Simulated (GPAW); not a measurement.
# Mo (Im-3m) in GPAW: settings compared

The runs below take Mo through single point, relaxation of cell and atoms, with PBE, PBE+D3(BJ).

Program: GPAW 26.7.0. These are calculated values, not measurements. Logs are shortened: lines on timing, memory, paths and dates and some standing lists are left out, and cuts for length are marked. The log counts tension as positive stress, the text compression.

### 1 The crystal as given

The structure is cubic, space group Im-3m (No. 229). Conventional cell: a = 3.168 Å, b = 3.168 Å, c = 3.168 Å, α = 90.00°, β = 90.00°, γ = 90.00°. Mo (site symmetry m-3m) is surrounded by 8 Mo at 2.74 Å.

### 2 Single point, PBE

The input, run.py:

```python
from ase.dft.bandgap import bandgap
from ase.io import read, write
from ase.units import GPa
from gpaw import GPAW, PW

atoms = read('POSCAR')

calc = GPAW(mode=PW(600),
            xc='PBE',
            kpts={'size': (12, 12, 12), 'gamma': True},
            occupations={'name': 'methfessel-paxton', 'order': 0, 'width': 0.026000000000000002},
            nbands=16,
            convergence={'density': 1e-05, 'energy': 1e-05},
            maxiter=150,
            txt='gpaw.txt')
atoms.calc = calc
energy = atoms.get_potential_energy()
forces = atoms.get_forces()
stress = atoms.get_stress()
calc.write('gs.gpw')
write('result.traj', atoms)
print(f'Energy: {energy:.6f} eV')
print('Forces (eV/A):')
print(forces.round(4))
print('Stress (GPa):', (stress / GPa).round(3))
print('Fermi level:', round(calc.get_fermi_level(), 4), 'eV')
print(f'Gap: {bandgap(calc)[0]:.4f} eV, direct: {bandgap(calc, direct=True)[0]:.4f} eV')
```

The input, POSCAR:

```
Mo
1.0
   -1.5838089719      1.5838089719      1.5838089719
    1.5838089719     -1.5838089719      1.5838089719
    1.5838089719      1.5838089719     -1.5838089719
Mo
1
Direct
    0.0000000000      0.0000000000      0.0000000000
```

Potentials or basis: GPAW PAW data sets (gpaw-data 1.2.1), pw.

Launch:

```
OMP_NUM_THREADS=1 python run.py
```

gpaw.txt:

```text
__  _  _
 | _ |_)|_||  |
 |__||  | ||/\| - 26.7.0

Input parameters:
  mode=PW(ecut=600.0),
  convergence={'density': 1e-05, 'energy': 1e-05},
  kpts=MonkhorstPack(size=(12, 12, 12), gamma=True),
  maxiter=150,
  nbands=16,
  occupations=Occupations(name='methfessel-paxton', order=0, width=0.026000000000000002),
  xc=XC(name='PBE')

Diagonalizing LCAO Hamiltonian
Converting LCAO to pw mode

       Mo

Atoms  # Å, Bohr magnetons
|   | symbol |        x |        y |        z |    initial magnetic moments |
|---|--------|----------|----------|----------|-----------------------------|
| 0 |     Mo | 0.000000 | 0.000000 | 0.000000 | ( 0.0000,  0.0000,  0.0000) |

Unit cell  # Å
| periodic |         x |         y |         z |  lengths |     angles |
|----------|-----------|-----------|-----------|----------|------------|
|      yes | -1.583809 |  1.583809 |  1.583809 | 2.743238 | 109.471221 |
|      yes |  1.583809 | -1.583809 |  1.583809 | 2.743238 | 109.471221 |
|      yes |  1.583809 |  1.583809 | -1.583809 | 2.743238 | 109.471221 |

Number of symmetries: 48
Symmetry operations  # r_c * U_cc + t_c -> r_c
|    | kind |            matrix            |
|----|------|------------------------------|
|  0 |  σ   |  1, 1, 1,  0, 0,-1,  0,-1, 0 |
|  1 |  C4  |  1, 1, 1,  0, 0,-1, -1, 0, 0 |
|  2 |  C2  |  1, 1, 1,  0,-1, 0,  0, 0,-1 |
|  3 |  S6  |  1, 1, 1,  0,-1, 0, -1, 0, 0 |
|  4 |  S6  |  1, 1, 1, -1, 0, 0,  0, 0,-1 |
|  5 |  C4  |  1, 1, 1, -1, 0, 0,  0,-1, 0 |
|  6 |  E   |  1, 0, 0,  0, 1, 0,  0, 0, 1 |
|  7 |  σ   |  1, 0, 0,  0, 1, 0, -1,-1,-1 |
|  8 |  σ   |  1, 0, 0,  0, 0, 1,  0, 1, 0 |
|  9 |  C3  |  1, 0, 0,  0, 0, 1, -1,-1,-1 |
| 10 |  C3  |  1, 0, 0, -1,-1,-1,  0, 1, 0 |
| 11 |  σ   |  1, 0, 0, -1,-1,-1,  0, 0, 1 |
| 12 |  σ   |  0, 1, 0,  1, 0, 0,  0, 0, 1 |
| 13 |  C2  |  0, 1, 0,  1, 0, 0, -1,-1,-1 |
| 14 |  C3  |  0, 1, 0,  0, 0, 1,  1, 0, 0 |
| 15 |  S4  |  0, 1, 0,  0, 0, 1, -1,-1,-1 |
| 16 |  S4  |  0, 1, 0, -1,-1,-1,  1, 0, 0 |
| 17 |  C3  |  0, 1, 0, -1,-1,-1,  0, 0, 1 |
| 18 |  C3  |  0, 0, 1,  1, 0, 0,  0, 1, 0 |
| 19 |  S4  |  0, 0, 1,  1, 0, 0, -1,-1,-1 |
| 20 |  σ   |  0, 0, 1,  0, 1, 0,  1, 0, 0 |
| 21 |  C3  |  0, 0, 1,  0, 1, 0, -1,-1,-1 |
| 22 |  C2  |  0, 0, 1, -1,-1,-1,  1, 0, 0 |
| 23 |  S4  |  0, 0, 1, -1,-1,-1,  0, 1, 0 |
| 24 |  C4  |  0, 0,-1,  1, 1, 1,  0,-1, 0 |
| 25 |  σ   |  0, 0,-1,  1, 1, 1, -1, 0, 0 |
| 26 |  S6  |  0, 0,-1,  0,-1, 0,  1, 1, 1 |
| 27 |  C2  |  0, 0,-1,  0,-1, 0, -1, 0, 0 |
| 28 |  C4  |  0, 0,-1, -1, 0, 0,  1, 1, 1 |
| 29 |  S6  |  0, 0,-1, -1, 0, 0,  0,-1, 0 |
| 30 |  S6  |  0,-1, 0,  1, 1, 1,  0, 0,-1 |
| 31 |  C4  |  0,-1, 0,  1, 1, 1, -1, 0, 0 |
| 32 |  C4  |  0,-1, 0,  0, 0,-1,  1, 1, 1 |
| 33 |  S6  |  0,-1, 0,  0, 0,-1, -1, 0, 0 |
| 34 |  σ   |  0,-1, 0, -1, 0, 0,  1, 1, 1 |
| 35 |  C2  |  0,-1, 0, -1, 0, 0,  0, 0,-1 |
| 36 |  C2  | -1, 0, 0,  1, 1, 1,  0, 0,-1 |
| 37 |  S6  | -1, 0, 0,  1, 1, 1,  0,-1, 0 |
| 38 |  S6  | -1, 0, 0,  0, 0,-1,  1, 1, 1 |
| 39 |  C2  | -1, 0, 0,  0, 0,-1,  0,-1, 0 |
| 40 |  C2  | -1, 0, 0,  0,-1, 0,  1, 1, 1 |
| 41 |  i   | -1, 0, 0,  0,-1, 0,  0, 0,-1 |
| 42 |  S4  | -1,-1,-1,  1, 0, 0,  0, 1, 0 |
| 43 |  C3  | -1,-1,-1,  1, 0, 0,  0, 0, 1 |
| 44 |  C3  | -1,-1,-1,  0, 1, 0,  1, 0, 0 |
| 45 |  σ   | -1,-1,-1,  0, 1, 0,  0, 0, 1 |
| 46 |  S4  | -1,-1,-1,  0, 0, 1,  1, 0, 0 |
| 47 |  C2  | -1,-1,-1,  0, 0, 1,  0, 1, 0 |

BZ-sampling:
  Number of BZ points: 1728
  Number of IBZ points: 72

  Monkhorst-Pack size: [12, 12, 12]
  Monkhorst-Pack shift: [0.041666666666666664, 0.041666666666666664, 0.041666666666666664]

K-points  # in reciprocal-cell coordinates
|     |                                coordinates |     weight |
|-----|--------------------------------------------|------------|
|   0 | ( -0.00000000,  -0.00000000,  -0.00000000) | 0.00057870 |
|   1 | (  0.08333333,  -0.00000000,  -0.00000000) | 0.00694444 |
|   2 | (  0.08333333,   0.08333333,  -0.08333333) | 0.00347222 |
|   3 | (  0.16666667,  -0.00000000,  -0.08333333) | 0.01388889 |
|   4 | (  0.16666667,  -0.00000000,  -0.00000000) | 0.00694444 |
|   5 | (  0.16666667,   0.08333333,  -0.08333333) | 0.01388889 |
|   6 | (  0.16666667,   0.16666667,  -0.16666667) | 0.00347222 |
|   7 | (  0.25000000,  -0.08333333,  -0.08333333) | 0.00462963 |
|   8 | (  0.25000000,  -0.00000000,  -0.08333333) | 0.02777778 |
|   9 | (  0.25000000,  -0.00000000,  -0.00000000) | 0.00694444 |
| ... |                                            |            |
|  71 | (  0.50000000,   0.50000000,   0.50000000) | 0.00057870 |

Plane wave coefficients: 555
Cutoff: 600.0 eV

Spin-components: 1 (collinear spins)
Bands:           16
Projectors:      6
Spin-degeneracy: 2
Datatype:        complex128

Parallelization:
  kpt:    1
  domain: 1
  band:   1

Density:
  Valence electrons: 14.0
  Components: 1
  Grid points: [16 16 16]
  Charge: 0.0  # |e|

Potential:
  Grid points: [16 16 16]

species:
  Mo:
    name:    Molybdenum
    Z:       42.0
    valence: 14
    core:    28
    charge:  0.0  # [|e|]
    compensation charges:
      type: gauss
      rc: 0.38  # [Å]
      lmax: 2
    cutoffs:
      filter: 2.16  # [Å]
      core: 1.42  # [Å]
    projectors
    | kind |    occ | energy [eV] | rcut [Å] |
    |------|--------|-------------|----------|
    |   4s |  2.000 |     -64.307 |    1.238 |
    |   5s |  1.000 |      -4.084 |    1.238 |
    |   4p |  6.000 |     -38.491 |    1.296 |
    |   5p |  0.000 |      -1.044 |    1.296 |
    |   4d |  5.000 |      -3.754 |    1.296 |
    |    d |        |      23.458 |    1.296 |

    Using partial waves for Mo as LCAO basis

Reference energy: -110134.072632  # eV

eigensolver:
  PPCG
  Converge bands: occupied
  niter=2

density mixing:
  MSR1-Mixer
  Pratt-step length: 0.05
  Maximum mixing coefficient: 0.75
  Old densities: 10
  SVD Regularization: 0.005
  Good broyden scale: 1.0
  Trust region scale: 1.0
  Backstep threshold: 4.0
  History deletion threshold: 6.0
  Fourier metric: weight=20.0, sigma=0.015

occupation numbers:
  Methfessel-Paxton:
    width: 0.0260  # eV
    order: 0

poisson solver:
  ecut: 4800.0  # eV

xc functional:
  name: PBE with 2 nearest neighbor stencil

convergence criteria:
- Maximum integral of absolute [dens]ity change: 1e-05 electrons / valence electron
- Maximum [total energy] change in last 3 cyles: 1e-05 eV / valence electron
- Maximum integral of absolute [eigenst]ate change: 4e-08 eV^2 / valence electron
maximum number of iterations: 150

SCF iterations
|iter     | |      energy | eigst |  dens |
|---------|-|-------------|-------|-------|
|iter:   1| |  -12.166700 | +0.30 |       |
|iter:   2| |  -12.003165 | -2.23 | -0.99 |
|iter:   3| |  -11.278919 | -1.46 | -1.03 |
|iter:   4| |  -11.275340 | -2.93 | -1.81 |
|iter:   5| |  -11.276214 | -4.01 | -2.16 |
|iter:   6| |  -11.276220 | -5.83 | -3.45 |
|iter:   7| |  -11.276221c| -6.87 | -3.92 |
|iter:   8| |  -11.276221c| -8.17c| -5.22c|

Converged in 8 steps
Energy contributions relative to reference atoms: (reference = -110134.072632)

Energy contributions:
  Kinetic:         -13.623111
  Coulomb:           7.840381
  Zero:             -0.255456
  External:          0.000000
  Xc:               -5.237956
  Entropy:          -0.000157
  Spinorbit:         0.000000
  ----------------------------
  Free energy:     -11.276299
  Extrapolated:    -11.276221

dipole moment: (-5.926773, -5.926773, -5.926773)  # |e|*Ang

Fermi level: 13.185
Eigenvalues  # (at kpt = [-0.000, -0.000, -0.000])
| band index |      eig [eV] | occ [0-2] |
|------------|---------------|-----------|
|          0 |       -48.077 |     2.000 |
|          1 |       -21.423 |     2.000 |
|          2 |       -21.423 |     2.000 |
|          3 |       -21.423 |     2.000 |
|          4 |         6.132 |     2.000 |
|          5 |        11.937 |     2.000 |
[... 8 lines left out ...]
|         14 |        39.163 |     0.000 |
|         15 |        42.849 |     0.000 |

No gap
No difference between direct/indirect transitions

Forces  # eV/Ang
|       x |       y |       z |
|---------|---------|---------|
| 0.00000 | 0.00000 | 0.00000 |  # Mo   0

Stress tensor  # eV/Ang^3
|         x |         y |         z |
|-----------|-----------|-----------|
|  0.014247 | -0.000000 | -0.000000 |
| -0.000000 |  0.014247 | -0.000000 |
| -0.000000 | -0.000000 |  0.014247 |

# Writing to gs.gpw (mode='')
```

Wall time 7.7 s (1 thread of Intel Xeon Platinum 8488C (Sapphire Rapids), shared host); peak memory 0.14 GiB.

What came out:

```
Free energy            : -11.2763 eV
Pressure               : -2.3 GPa
Band gap on the k mesh : none (metal or under the smearing width)
```

Levels at points of the mesh, in eV from the Fermi level:
```
           k point  band 5  band 6  band 7  band 8  band 9  band 10
(0.00, 0.00, 0.00)   -7.05   -1.25   -1.25   -1.25    1.66     1.66
(0.50, 0.50, 0.00)   -5.09   -3.21    1.62    1.69    2.28     4.64
(0.50, 0.50, 0.50)   -5.18   -5.18    3.91    3.91    3.91     9.04
```

### 3 Relaxation of cell and atoms, PBE+D3(BJ), target pressure 5 GPa, at which the enthalpy is minimised

The input, run.py:

```python
from ase.calculators.mixing import SumCalculator
from ase.filters import FrechetCellFilter
from ase.io import read, write
from ase.optimize import FIRE
from ase.units import GPa
from dftd3.ase import DFTD3
from gpaw import GPAW, PW

atoms = read('Mo.xyz')

calc = GPAW(mode=PW(600),
            xc='PBE',
            kpts={'size': (12, 12, 12), 'gamma': True},
            occupations={'name': 'fermi-dirac', 'width': 0.05},
            nbands=16,
            convergence={'density': 1e-05, 'forces': 0.0001},
            maxiter=150,
            txt='gpaw.txt')
atoms.calc = SumCalculator([calc, DFTD3(method='pbe', damping='d3bj')])
opt = FIRE(FrechetCellFilter(atoms, scalar_pressure=5 * GPa), trajectory='relax.traj', logfile='-')
done = opt.run(fmax=0.05, steps=100)
calc.write('gs.gpw')
write('result.traj', atoms)
print('Converged:', done)
print('Cell:', atoms.cell.cellpar().round(4))
print('Volume:', round(atoms.get_volume(), 4))
print(atoms.get_scaled_positions().round(5))
```

The input, Mo.xyz:

```xyz
1
Lattice="-1.5838089719 1.5838089719 1.5838089719 1.5838089719 -1.5838089719 1.5838089719 1.5838089719 1.5838089719 -1.5838089719" Properties=species:S:1:pos:R:3 pbc="T T T"
Mo     0.0000000000      0.0000000000      0.0000000000
```

Potentials or basis: GPAW PAW data sets (gpaw-data 1.2.1), pw.

Launch:

```
OMP_NUM_THREADS=1 python run.py
```

Run time: 61 s. Hardware: 1 thread of Intel Xeon Platinum 8488C (Sapphire Rapids), shared host; peak memory 0.22 GiB.

It converged, with:

* Free energy: -11.9931 eV
* Relaxed volume: 15.07 Å³/atom
* Relaxed cell: a = 2.695 Å, b = 2.695 Å, c = 2.695 Å, α = 109.47°, β = 109.47°, γ = 109.47°
* Space group after relaxing (to 0.05 Å): Im-3m (No. 229)
* Energy change on relaxing (the enthalpy is what falls): -14.7 meV/atom
* Ionic steps: 10
* Pressure after relaxing: 4.5 GPa
* Band gap on the k mesh: none (metal or under the smearing width)
* Dispersion energy per atom: -0.741 eV

The path:
```csv
step,energy change (eV),largest force (eV/Å),pressure (GPa),volume (Å³)
1,0.0000,0.0000,-9.61,15.89
2,-0.0176,0.0000,1.66,15.22
3,0.0303,0.0000,18.51,14.43
4,0.0162,0.0000,15.35,14.56
5,-0.0026,0.0000,10.01,14.80
6,-0.0154,0.0000,3.99,15.09
7,-0.0153,0.0000,4.04,15.09
8,-0.0152,0.0000,4.14,15.09
9,-0.0150,0.0000,4.29,15.08
10,-0.0147,0.0000,4.47,15.07
```

Final structure:
```
Mo
1.0
    -1.55597    1.55597    1.55597
     1.55597   -1.55597    1.55597
     1.55597    1.55597   -1.55597
Mo
1
Direct
  0.00000 0.00000 0.00000
```

Levels at points of the mesh, in eV from the Fermi level:
| k point | band 4 | band 5 | band 6 | band 7 | band 8 | band 9 | band 10 | band 11 |
| --- | --- | --- | --- | --- | --- | --- | --- | --- |
| (0.00, 0.00, 0.00) | -34.50 | -7.23 | -1.36 | -1.36 | -1.36 | 1.74 | 1.74 | 15.27 |
| (0.50, 0.50, 0.00) | -34.52 | -5.41 | -3.47 | 1.80 | 1.82 | 2.44 | 5.01 | 12.23 |
| (0.50, 0.50, 0.50) | -35.56 | -5.59 | -5.59 | 4.21 | 4.21 | 4.21 | 9.47 | 9.47 |

Caveat: later steps reuse the first step's grids; pairwise dispersion overbinds metals, which lowers pressure and volume.
